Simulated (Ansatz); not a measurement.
A run of Ansatz 0.2.0 is set up as follows.

input.yaml

```yaml
crystal:
  lattice:
    - [2.4480228978, 0.0, 0.0]
    - [-1.2240114489, 2.1200500186, 0.0]
    - [0.0, 0.0, 4.07280757]
  atoms:
    - { symbol: Ni, position: [0.6666666667, 0.3333333333, 0.75], spin: 1.0 }
    - { symbol: Ni, position: [0.3333333333, 0.6666666667, 0.25], spin: 1.0 }
kpoints:
  mp_grid: { grid: [12, 12, 7] }
  band_path:
    path:
      - [0.0, 0.0, 0.0]
      - [0.5, 0.0, 0.0]
      - [0.3333333333, 0.3333333333, 0.0]
      - [0.0, 0.0, 0.0]
      - [0.0, 0.0, 0.5]
      - [0.5, 0.0, 0.5]
      - [0.3333333333, 0.3333333333, 0.5]
      - [0.0, 0.0, 0.5]
    npoints: 12
scf:
  occupations: { method: fermi_dirac, width: 0.05 }
hamiltonian:
  xc: lda
  pseudopotentials: { kind: all_electron, lapw: { basis_error: 0.001 } }
magnetization:
  spin_polarized: true
output:
  forces: true
  stress: true
  eigenvalues: true
```

Potentials or basis: all-electron LAPW, scalar-relativistic.

Launch:

```console
$ ansatz run input.yaml --threads 2 --pin off --max-ram 6144MiB --backend cpu --events-out ev --progress --plain --runs-dir out
```

(1) Estimate the absolute moment.

(2) Predict the site moments.

(3) Estimate the pressure.

(4) Estimate the net moment.

Results:

(1) 1.36 μB per cell.

(2) Ni +0.64 μB.

(3) -11.0 GPa.

(4) 1.24 μB per cell.
